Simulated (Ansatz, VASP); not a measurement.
One calculation of Ba, two programs

INCAR

```
SYSTEM = Ba
  PREC = Accurate
  ENCUT = 520
  EDIFF = 1E-6
  ISMEAR = 0
  SIGMA = 0.15
  LREAL = .False.
  LASPH = .True.
  NELM = 60
  ALGO = Fast
  ISIF = 2
  LWAVE = .False.
  LCHARG = .False.
  GGA = PS
  NBANDS = 11
```

File KPOINTS:

```
Automatic mesh
0
Gamma
  16 16 16
  0 0 0
```

POSCAR

```
Ba
1.0
   -2.6391679799      2.6391679799      2.2432927830
    2.6391679799     -2.6391679799      2.2432927830
    2.6391679799      2.6391679799     -2.2432927830
Ba
1
Direct
    0.0000000000      0.0000000000      0.0000000000
```

Input for Ansatz:

```yaml
crystal:
  lattice:
    - [-2.6391679799, 2.6391679799, 2.243292783]
    - [2.6391679799, -2.6391679799, 2.243292783]
    - [2.6391679799, 2.6391679799, -2.243292783]
  atoms:
    - { symbol: Ba, position: [0.0, 0.0, 0.0] }
basis:
  ecutwfc: 420
kpoints:
  mp_grid: { grid: [16, 16, 16] }
hamiltonian:
  xc: pbesol
scf:
  occupations: { method: gaussian, width: 0.15 }
output:
  forces: true
  stress: true
  eigenvalues: true
```

Alike in both runs: task single point; functional PBEsol; k mesh 16 × 16 × 16; occupations gaussian, width 0.15 eV; no spin polarisation.

|  | VASP | Ansatz |
| --- | --- | --- |
| version | VASP 6.6.1 | Ansatz 0.2.0 |
| potentials or method | VASP PAW PBE potentials, release 64 (Ba_sv) | scalar-relativistic, plane waves, PAW |
| plane-wave cutoff (eV) | 520 | 420 |
| valence electrons in the cell | 10 | 10 |

VASP gave:

- gap on the k mesh at the Fermi level (eV): none
- pressure (GPa): -0.5
- largest component of the traceless stress (GPa): 0.77

Problem. Estimate Ansatz's values.

Solution. gap on the k mesh at the Fermi level (eV): none; pressure (GPa): -0.5; largest component of the traceless stress (GPa): 0.76.

A gap of «none» marks a metal or a gap that the smearing closes. The functional is the same, so the differences come from potentials, cutoffs and numerics.

Caveats: the PAW data sets were made with another functional, which shifts forces and pressure a little (VASP). The runs have no spin-orbit coupling, so splittings on Ba are missing.
